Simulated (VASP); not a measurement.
Set up this calculation in VASP 6.6.1, as the native input.

```
Task                               : electrostatic potential
Functional                         : HSE06
Potentials or basis                : VASP PAW PBE potentials, release 64 (Ca_sv, O)
Cutoff                             : 520 eV
k mesh                             : 8 × 8 × 8
Occupations                        : gaussian, width 0.02 eV
Spin                               : no spin polarisation
Grid for exact exchange (PRECFOCK) : Fast
Screening parameter                : 0.2 1/A
Further INCAR settings             : ALGO = Normal; EDIFF = 1e-07
```

The system is CaO.

```
Ca O
1.0
     0.00000    2.41896    2.41896
     2.41896    0.00000    2.41896
     2.41896    2.41896    0.00000
Ca O
1 1
Direct
  0.00000 0.00000 0.00000
  0.50000 0.50000 0.50000
```

The cell was built by a generator and needn't be a form met in nature.

These files were run (other wordings do the same):

POSCAR

```
CaO                                     
1.0
    0.0000000000      2.4189568295      2.4189568295
    2.4189568295      0.0000000000      2.4189568295
    2.4189568295      2.4189568295     -0.0000000000
  Ca              O             
     1     1
Direct
     0.0000000000000000    0.0000000000000000    0.0000000000000000
     0.5000000000000000    0.5000000000000000    0.5000000000000000
```

INCAR.step1

```
PREC = Accurate
ENCUT = 520
EDIFF = 1E-5
ISMEAR = 0
SIGMA = 0.02
LREAL = F
LASPH = T
NELM = 100
ALGO = Normal
ISIF = 2
LWAVE = T
GGA = PE
KPAR = 4
```

INCAR.step2

```
PREC = Accurate
ENCUT = 520
EDIFF = 1E-7
ISMEAR = 0
SIGMA = 0.02
LREAL = F
LASPH = T
NELM = 100
ALGO = Normal
ISIF = 2
LWAVE = F
LCHARG = T
GGA = PE
LHFCALC = T
HFSCREEN = 0.2
PRECFOCK = Fast
LVHAR = T
ISTART = 1
KPAR = 4
```

KPOINTS

```
regular mesh
0
Gamma
  8 8 8
```

Potentials or basis: VASP PAW PBE potentials, release 64 (Ca_sv, O).

The run is started by

```bash
$ cat potpaw_PBE.64/Ca_sv/POTCAR potpaw_PBE.64/O/POTCAR > POTCAR
$ cp INCAR.step1 INCAR
$ mpirun -np 4 vasp_std > vasp.out
$ cp INCAR.step2 INCAR
$ mpirun -np 4 vasp_std > vasp.out
```

It gave:

```json
{
  "Pressure": "-2.0 GPa",
  "Band gap on the k mesh": "5.32 eV, indirect (least direct gap 5.75 eV)"
}
```

Caveat: the PAW data sets were made with another functional, which shifts forces and pressure a little.

Wall time 13 min on 4 MPI ranks on Intel(R) Xeon(R) Platinum 8259CL CPU @ 2.50GHz (Skylake/Cascade Lake) (shared host), peak memory 0.27 GiB a rank.
